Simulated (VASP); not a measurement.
# ZrC (Fm-3m) in VASP: a series of runs, part 2 of 2

VASP 6.6.1.

## 3. Relaxation of cell and atoms, PBE

This run uses another cell than the first one, of 13.06 Å³/atom, 0.988 times its volume.

INCAR

```
PREC = Accurate ; ENCUT = 520
EDIFF = 1E-7 ; ISMEAR = 0
SIGMA = 0.1 ; LREAL = F
LASPH = T ; NELM = 80
ALGO = Normal ; ISIF = 3
LWAVE = F ; LCHARG = F
GGA = PE ; IBRION = 2
NSW = 80 ; EDIFFG = -0.002
```

KPOINTS

```
Automatic mesh
0
Gamma
  10 10 10
```

POSCAR

```
ZrC                                     
1.0
   -0.0000000000      2.3552261102      2.3552261102
    2.3552261102      0.0000000000      2.3552261102
    2.3552261102      2.3552261102     -0.0000000000
  Zr              C             
     1     1
Direct
     0.5000000000000000    0.5000000000000000    0.5000000000000000
     0.0000000000000000    0.0000000000000000    0.0000000000000000
```

Potentials or basis: VASP PAW PBE potentials, release 64 (Zr_sv, C).

Run with:

```console
> cat potpaw_PBE.64/Zr_sv/POTCAR potpaw_PBE.64/C/POTCAR > POTCAR
> mpirun -np 1 vasp_std > vasp.out
```

OUTCAR:

```text
PREC = Accurate
   ENCUT = 520
   EDIFF = 1E-7
   ISMEAR = 0
   LREAL = F
   LASPH = T
   NELM = 80
   ISIF = 3
   GGA = PE
   IBRION = 2
   NSW = 80
   EDIFFG = -0.002

 ion  position               nearest neighbor table
   1  0.500  0.500  0.500-   2 2.36   2 2.36   2 2.36   2 2.36   2 2.36   2 2.36
   2  0.000  0.000  0.000-   1 2.36   1 2.36   1 2.36   1 2.36   1 2.36   1 2.36

  LATTYP: Found a face centered cubic cell.
 ALAT       =     4.7104522204

  Lattice vectors:

 A1 = (   0.0000000000,   2.3552261102,   2.3552261102)
 A2 = (   2.3552261102,   0.0000000000,   2.3552261102)
 A3 = (   2.3552261102,   2.3552261102,   0.0000000000)

Analysis of symmetry for initial positions (statically):
=====================================================================
 Subroutine PRICEL returns:
 Original cell was already a primitive cell.

 Routine SETGRP: Setting up the symmetry group for a
 face centered cubic supercell.

 Subroutine GETGRP returns: Found 48 space group operations
 (whereof 48 operations were pure point group operations)
 out of a pool of 48 trial point group operations.

The static configuration has the point symmetry O_h .

Analysis of symmetry for dynamics (positions and initial velocities):
=====================================================================
 Subroutine PRICEL returns:
 Original cell was already a primitive cell.

 Routine SETGRP: Setting up the symmetry group for a
 face centered cubic supercell.

 Subroutine GETGRP returns: Found 48 space group operations
 (whereof 48 operations were pure point group operations)
 out of a pool of 48 trial point group operations.

The dynamic configuration has the point symmetry O_h .

 Subroutine INISYM returns: Found 48 space group operations
 (whereof 48 operations are pure point group operations),
 and found     1 'primitive' translations

----------------------------------------------------------------------------------------

                                     Primitive cell

  volume of cell :      26.1293

  direct lattice vectors                    reciprocal lattice vectors
     0.000000000  2.355226110  2.355226110    -0.212293842  0.212293842  0.212293842
     2.355226110  0.000000000  2.355226110     0.212293842 -0.212293842  0.212293842
     2.355226110  2.355226110  0.000000000     0.212293842  0.212293842 -0.212293842

  length of vectors
     3.330792708  3.330792708  3.330792708     0.367703721  0.367703721  0.367703721

  position of ions in fractional coordinates (direct lattice)
     0.500000000  0.500000000  0.500000000
     0.000000000  0.000000000  0.000000000

  ion indices of the primitive-cell ions
   primitive index   ion index
                 1           1
                 2           2

----------------------------------------------------------------------------------------

 KPOINTS: Automatic mesh

Automatic generation of k-mesh.
 Grid dimensions read from file:
 generate k-points for:   10   10   10

 Generating k-lattice:

  Cartesian coordinates                     Fractional coordinates (reciprocal lattice)
    -0.021229384  0.021229384  0.021229384     0.100000000  0.000000000  0.000000000
     0.021229384 -0.021229384  0.021229384     0.000000000  0.100000000  0.000000000
     0.021229384  0.021229384 -0.021229384     0.000000000  0.000000000  0.100000000
[... 43 lines left out ...]
   dimension x,y,z NGXF=    56 NGYF=   56 NGZF=   56
   ions per type =               1   1
   NGX,Y,Z   is equivalent  to a cutoff of  13.98, 13.98, 13.98 a.u.
   NGXF,Y,Z  is equivalent  to a cutoff of  27.95, 27.95, 27.95 a.u.
 SYSTEM =  unknown system
   PREC   = accura    normal or accurate (medium, high low for compatibility)
   ISTART =      0    job   : 0-new  1-cont  2-samecut
   ICHARG =      2    charge: 1-file 2-atom 10-const
   ISPIN  =      1    spin polarized calculation?
   LNONCOLLINEAR =      F non collinear calculations
   LSORBIT =      F    spin-orbit coupling
   LASPH  =      T    aspherical Exc in radial PAW
   ENCUT  =  520.0 eV  38.22 Ry    6.18 a.u.   6.19  6.19  6.19*2*pi/ulx,y,z
   NELM   =     80;   NELMIN=  2; NELMDL= -5     # of ELM steps
   EDIFF  = 0.1E-06   stopping-criterion for ELM
   LREAL  =      F    real-space projection
   EDIFFG = -.2E-02   stopping-criterion for IOM
   NSW    =     80    number of steps for IOM
   IBRION =      2    ionic relax: 0-MD 1-quasi-New 2-CG
   NFREE  =      1    steps in history (QN), initial steepest desc. (CG)
   ISIF   =      3    stress and relaxation
   ISYM   =      2    0-nonsym 1-usesym 2-fastsym
   POTIM  = 0.5000    time-step for ionic-motion
   TEBEG  =    0.0;   TEEND  =   0.0 temperature during run
   PSTRESS=    0.0 pullay stress
   NELECT =      16.0000    total number of electrons
   NUPDOWN=      -1.0000    fix difference up-down
   EMIN   =  10.00;   EMAX   =-10.00  energy-range for DOS
   EFERMI =   0.00;   METHOD = LEGACY
   ISMEAR =     0;   SIGMA  =   0.10  broadening in eV -4-tet -1-fermi 0-gaus
   EFERMI_NEDOS =   21; number of points for ismear=-14 and -15
   IALGO  =     38    algorithm
   IMIX   =      4    mixing-type and parameters
     AMIX     =   0.40;   BMIX     =  1.00
     AMIX_MAG =   1.60;   BMIX_MAG =  1.00
  volume/ion in A,a.u.               =      13.06        88.16
  Fermi-wavevector in a.u.,A,eV,Ry     =   1.390184  2.627066 26.294768  1.932611
  Thomas-Fermi vector in A             =   2.514143
   LORBIT       =      0    0 simple, 1 ext, 2 COOP (PROOUT), +10 PAW based schemes
   GGA     = PE    functional components
   LHFCALC =     F    Hartree Fock is set to
   AEXX    =    0.0000 exact exchange contribution
   IVDW    =     0    specifies the selected vdW correction
   LEPSILON=     F    determine dielectric tensor
   LRPA    =     F    only Hartree local field effects (RPA)
 conjugate gradient relaxation of ions
 non-spin polarized calculation
 Gauss-broadening in eV      SIGMA  =   0.10
  energy-cutoff  :      520.00
  volume of cell :       26.13
 maximum number of plane-waves:       725
 NGX is ok and might be reduce to    28
   NGX = 13   NGY = 13   NGZ = 13

 number of electron      16.0000000 magnetization

 Free energy of the ion-electron system (eV)
  ---------------------------------------------------
  ext. energy  EPLUGINS =         0.00000000
  ---------------------------------------------------
  free energy    TOTEN  =       -19.46039791 eV

  energy without entropy =      -19.45901998  energy(sigma->0) =      -19.45970894

 E-fermi :   9.5490     XC(G=0): -12.1017

 val. band max:        9.4694291273   @ k =   0.1000   0.0000   0.0000
 cond. band min:       9.5918380004   @ k =   0.5000   0.5000   0.0000
 fundamental gap:      0.1224088731
 Fermi energy:         9.5490115867

 k-point     1 :       0.0000    0.0000    0.0000
  band No.  band energies     occupation
      1     -38.5902      2.00000
      2     -16.3049      2.00000
      3     -16.3049      2.00000
      4     -16.3049      2.00000
      5      -1.7446      2.00000
      6      10.4725      0.00000
      7      10.4725      0.00000
      8      10.4725      0.00000
      9      10.6313      0.00000
     10      10.6313      0.00000
     11      10.6313      0.00000
     12      12.3333      0.00000
[... 331 lines left out ...]
 k-point    24 :       0.4000    0.3000    0.0000
  band No.  band energies     occupation
      1     -38.4852      2.00000
      2     -16.9005      2.00000
      3     -16.5413      2.00000
      4     -16.5157      2.00000
      5      -0.2580      2.00000
      6       6.3648      2.00000
      7       7.8537      2.00000
      8       8.9099      2.00000
      9       9.7381      0.00749
     10      14.0552      0.00000
     11      15.0022      0.00000
     12      15.1172      0.00000

 [... further k-points ...]

------------------------ aborting loop because EDIFF is reached ----------------------------------------

  FORCE on cell =-STRESS in cart. coord.  units (eV):
  Direction    XX          YY          ZZ          XY          YZ          ZX
  --------------------------------------------------------------------------------------
  -------------------------------------------------------------------------------------
  Total        0.0001160      0.0001160      0.0001160      0.0000000      0.0000000     -0.0000000
  in kB        0.0071113      0.0071113      0.0071113      0.0000000      0.0000000     -0.0000000
  external PRESSURE =       0.0071113 kB  Pullay stress =       0.0000000 kB

 VOLUME and BASIS-vectors are now :
 -----------------------------------------------------------------------------
  energy-cutoff  :      520.00
  volume of cell :       26.13
      direct lattice vectors                 reciprocal lattice vectors
     0.000000000  2.355226110  2.355226110    -0.212293842  0.212293842  0.212293842
     2.355226110  0.000000000  2.355226110     0.212293842 -0.212293842  0.212293842
     2.355226110  2.355226110  0.000000000     0.212293842  0.212293842 -0.212293842

 POSITION                                       TOTAL-FORCE (eV/Angst)
 -----------------------------------------------------------------------------------
      2.35523      2.35523      2.35523        -0.000000      0.000000      0.000000
      0.00000      0.00000      0.00000         0.000000     -0.000000     -0.000000
 -----------------------------------------------------------------------------------
    total drift:                                0.000000      0.000000      0.000000

  FREE ENERGIE OF THE ION-ELECTRON SYSTEM (eV)
  ---------------------------------------------------
  free  energy   TOTEN  =       -19.4603979107 eV

  energy  without entropy=      -19.4590199783  energy(sigma->0) =      -19.45970894

 reached required accuracy - stopping structural energy minimisation
```

OSZICAR:

```text
N       E                     dE             d eps       ncg     rms          rms(c)
DAV:   1     0.101563870236E+03    0.10156E+03   -0.88686E+03  1128   0.134E+03
DAV:   2    -0.156530031497E+02   -0.11722E+03   -0.11107E+03  1320   0.332E+02
DAV:   3    -0.227123746045E+02   -0.70594E+01   -0.69896E+01  2008   0.715E+01
DAV:   4    -0.229383694333E+02   -0.22599E+00   -0.22589E+00  1356   0.840E+00
DAV:   5    -0.229405851461E+02   -0.22157E-02   -0.22153E-02  1732   0.864E-01    0.201E+01
DAV:   6    -0.196075100973E+02    0.33331E+01   -0.16793E+01  1268   0.284E+01    0.788E+00
DAV:   7    -0.194723461451E+02    0.13516E+00   -0.77785E-01  1344   0.705E+00    0.574E+00
DAV:   8    -0.194651094205E+02    0.72367E-02   -0.14788E-01  1204   0.358E+00    0.146E+00
DAV:   9    -0.194602783653E+02    0.48311E-02   -0.34567E-02  1368   0.124E+00    0.479E-01
DAV:  10    -0.194606562606E+02   -0.37790E-03   -0.20973E-03  1304   0.574E-01    0.375E-01
DAV:  11    -0.194603998369E+02    0.25642E-03   -0.81022E-04  1240   0.216E-01    0.296E-02
DAV:  12    -0.194603979648E+02    0.18721E-05   -0.17125E-05  1524   0.430E-02    0.472E-03
DAV:  13    -0.194603978606E+02    0.10423E-06   -0.99497E-07  1596   0.965E-03    0.144E-03
DAV:  14    -0.194603979107E+02   -0.50116E-07   -0.15626E-08   680   0.136E-03
   1 F= -.19460398E+02 E0= -.19459709E+02  d E =-.194604E+02
```

CONTCAR:

```text
ZrC
   1.00000000000000
     0.0000000000000000    2.3552261101999998    2.3552261101999998
     2.3552261101999998    0.0000000000000000    2.3552261101999998
     2.3552261101999998    2.3552261101999998    0.0000000000000000
  Zr              C
     1     1
Direct
     0.5000000000000000    0.5000000000000000    0.5000000000000000
     0.0000000000000000    0.0000000000000000    0.0000000000000000

  0.00000000E+00  0.00000000E+00  0.00000000E+00
  0.00000000E+00  0.00000000E+00  0.00000000E+00
```

Wall time 20 s (1 thread of Intel Xeon Platinum 8259CL at 2.50GHz (Skylake/Cascade Lake), shared host); peak memory 0.16 GiB.

Results:

* Free energy: -19.4604 eV
* Pressure after relaxing: 0.0 GPa
* Band gap on the k mesh: none (metal or under the smearing width)

Final structure:
```
Zr C
1.0
     0.00000    2.35523    2.35523
     2.35523    0.00000    2.35523
     2.35523    2.35523    0.00000
Zr C
1 1
Direct
  0.50000 0.50000 0.50000
  0.00000 0.00000 0.00000
```

Caveat: the relaxation stopped at its first step, so nothing moved.
